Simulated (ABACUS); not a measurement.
# MgS (Niningerite): single point with PBE

Crystal: MgS (Niningerite).

```
S Mg
1.0
     0.00000    2.60165    2.60165
     2.60165    0.00000    2.60165
     2.60165    2.60165    0.00000
S Mg
1 1
Cartesian
  2.6016 2.6016 2.6016
  0.0000 0.0000 0.0000
```

| Property | Result |
| --- | --- |
| Program | ABACUS 3.10.1 |
| Task | single point |
| Functional | PBE |
| Potentials or basis | PseudoDojo NC SR 0.4.1 PBE standard |
| Cutoff | 1361 eV |
| Density cutoff | 5442 eV |
| Basis | DZP LCAO (the cutoffs set its grid) |
| k mesh | 9 × 9 × 9 |
| Occupations | fermi-dirac, width 0.05 eV |
| Spin | no spin polarisation |
| Orbital files | S S_confined-atom_7au_2s2p1d.orb, Mg Mg_confined-atom_8au_3s2p1d.orb |
| Radial cutoff of the potentials (pseudo_rcut) | 10 bohr |
| SCF threshold on the density | 1e-07 |
| Max SCF steps | 100 |
| Eigensolver | genelpa |
| Mixing | broyden |
| Mixing share | 0.7 |
| Symmetry key | 1 |
| Bands | 12 |

* Pressure: 2.2 GPa
* Band gap on the k mesh: 2.82 eV, indirect (least direct gap 3.77 eV)
* Mulliken charges: S -1.00; Mg +1.00 e

Levels at points of the mesh, in eV from the valence-band top:
```csv
k point,band 4,band 5,band 6,band 7,band 8,band 9,band 10,band 11,band 12
"(0.00, 0.00, 0.00)",-41.81,-12.71,0.00,0.00,0.00,3.77,9.22,9.22,9.22
```

Wall time 3.5 s on 4 MPI ranks on Intel(R) Xeon(R) Platinum 8559C (Emerald Rapids), on a shared host, peak memory 0.44 GiB a rank.

Caveat: the atomic orbitals were generated for these runs and aren't a published set; Mulliken charges move with the basis; an odd mesh through Γ misses points on the zone boundary, where band edges often lie; the basis of atomic orbitals isn't converged, which shifts pressures, moduli and gaps. As with any semilocal functional, this PBE gap is likely too small.
